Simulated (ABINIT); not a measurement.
Runs of ABINIT 10.8.3 (patched build) on Nb. Symmetry: Im-3m, No. 229, cubic system. Conventional cell: a = 3.328 Å, b = 3.328 Å, c = 3.328 Å, α = 90.00°, β = 90.00°, γ = 90.00°. Around Nb (site symmetry m-3m) lie 8 Nb at 2.88 Å. 

```tsv
task	level	potentials or basis	cell	k mesh	cutoff (eV)	smearing	bands in the sums	broadening (eV)	scissor shift (eV)	tensor components	stop of the response cycle (tolvrs)	gap on the mesh (eV)	pressure (GPa)	relaxed volume (Å³/atom)
phonons at a zone-boundary q	LDA	JTH PAW LDA v2.0	as given	12 × 12 × 12	435	cold (ABINIT) 0.2 eV	-	-	-	-	1e-09	none	-12.9	-
single point	LDA	JTH PAW LDA v2.0	as given	8 × 8 × 8	435	fermi-dirac 0.05 eV	-	-	-	-	-	none	-12.3	-
single point	AM05	JTH PAW PBE v2.0	cell relaxed	8 × 8 × 8	435	fermi-dirac 0.05 eV	-	-	-	-	-	none	-0.5	-
elastic constants	LDA	PseudoDojo NC SR LDA v0.4.1 standard	cell relaxed at zero pressure by an earlier run	16 × 16 × 16	1116	methfessel-paxton 0.1 eV	-	-	-	-	1e-08	none	(a)	-
single point	LDA	PseudoDojo NC SR LDA v0.4.1 standard	as given	8 × 8 × 8	952	fermi-dirac 0.05 eV	-	-	-	-	-	none	-	-
phonon dispersion	AM05	JTH PAW PBE v2.0	cell relaxed at zero pressure by an earlier run	10 × 10 × 10	435	fermi-dirac 0.2 eV	-	-	-	-	1e-08	none	0.4	-
relaxation of cell and atoms	LDA	PseudoDojo NC SR LDA v0.4.1 standard	relaxed	8 × 8 × 8	1116	fermi-dirac 0.05 eV	-	-	-	-	-	none	0.0	17.23
relaxation of cell and atoms	AM05	JTH PAW PBE v2.0	relaxed	8 × 8 × 8	435	fermi-dirac 0.05 eV	-	-	-	-	-	none	0.0	17.54
single point	LDA	PseudoDojo NC SR LDA v0.4.1 standard	cell relaxed	8 × 8 × 8	1116	fermi-dirac 0.05 eV	-	-	-	-	-	none	(b)	-
```

Alike in all rows: no spin polarisation.

Question: Estimate the missing entries.

Answer: (a) -1.2; (b) -0.1.

Caveats: the PAW data sets were made with another functional, which shifts forces and pressure a little (some runs); the mesh is coarse for a metal's response (some runs); the cell is under stress, which shifts elastic constants (some runs).

A k mesh can miss the band edges, and the runs leave out spin-orbit coupling on Nb.

A gap of «none» marks a metal or a gap under the smearing width.
